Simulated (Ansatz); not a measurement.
Set up this calculation in Ansatz 0.2.0, as the native input.

```yaml
Task: relaxation of cell and atoms
Functional: BLYP
Potentials_or_basis: Ansatz PAW
Cutoff: "420 eV (not typed: the program's choice for these potentials)"
k_mesh: 7 × 7 × 4
Occupations: fermi-dirac, width 0.05 eV
Spin: no spin polarisation
```

The system is Si2Mo.

```
Mo Si
1.0
     4.58547    0.00000    0.00000
    -2.29274    3.97113    0.00000
     0.00000    0.00000    6.57976
Mo Si
3 6
Direct
  0.50000 0.50000 0.83333
  0.00000 0.50000 0.16667
  0.50000 0.00000 0.50000
  0.16387 0.32775 0.50000
  0.67225 0.83613 0.16667
  0.83613 0.16387 0.83333
  0.83613 0.67225 0.50000
  0.32775 0.16387 0.16667
  0.16387 0.83613 0.83333
```

Measurements of this composition are mostly on another form, of space group No. 139.

The input as run:

input.yaml

```yaml
crystal:
  lattice:
    - [4.5854715599, 0.0, 0.0]
    - [-2.29273578, 3.9711348592, 0.0]
    - [0.0, 0.0, 6.5797601]
  atoms:
    - { symbol: Mo, position: [0.5, 0.5, 0.8333333333] }
    - { symbol: Mo, position: [0.0, 0.5, 0.1666666667] }
    - { symbol: Mo, position: [0.5, 0.0, 0.5] }
    - { symbol: Si, position: [0.16387298, 0.32774596, 0.5] }
    - { symbol: Si, position: [0.67225404, 0.83612702, 0.1666666667] }
    - { symbol: Si, position: [0.83612702, 0.16387298, 0.8333333333] }
    - { symbol: Si, position: [0.83612702, 0.67225404, 0.5] }
    - { symbol: Si, position: [0.32774596, 0.16387298, 0.1666666667] }
    - { symbol: Si, position: [0.16387298, 0.83612702, 0.8333333333] }
hamiltonian:
  xc: blyp
  pseudopotentials: { kind: paw }
kpoints:
  mp_grid: { grid: [7, 7, 4] }
scf:
  occupations: { method: fermi_dirac, width: 0.05 }
output:
  forces: true
  stress: true
  eigenvalues: true
relax:
  f_tol: 0.01
  max_steps: 40
  cell: { stress_tol: 0.05 }
```

Potentials or basis: Ansatz PAW.

The run is started by

```sh
$ ansatz run input.yaml --threads 4 --pin off --max-ram 11264MiB --backend cpu --events-out ev --progress --plain --runs-dir out
```

It gave:

The relaxed volume is 14.19 Å³/atom, the relaxed cell is a = 4.701 Å, b = 4.701 Å, c = 6.673 Å, α = 90.00°, β = 90.00°, γ = 120.00° and the space group after relaxing (to 0.05 Å) is P6_222 (No. 180). The energy gained by relaxing is 32.9 meV/atom and the ionic steps are 6. The pressure after relaxing is 0.0 GPa and the band gap on the k mesh is 0.27 eV, indirect (least direct gap 0.50 eV).

Caveat: odd divisions of the mesh miss points on the zone boundary, where band edges often lie, so the gap on the mesh can be too wide; the plane-wave basis is chosen anew once the cell has moved, so the energies of steps on either side of that aren't comparable; the PAW data sets come from PBE, with cores solved anew for the run's functional, which leaves a small shift of forces and pressure.

Run time: 22 s on 4 threads of Arm Neoverse V2 (shared host), peak memory 0.46 GiB.
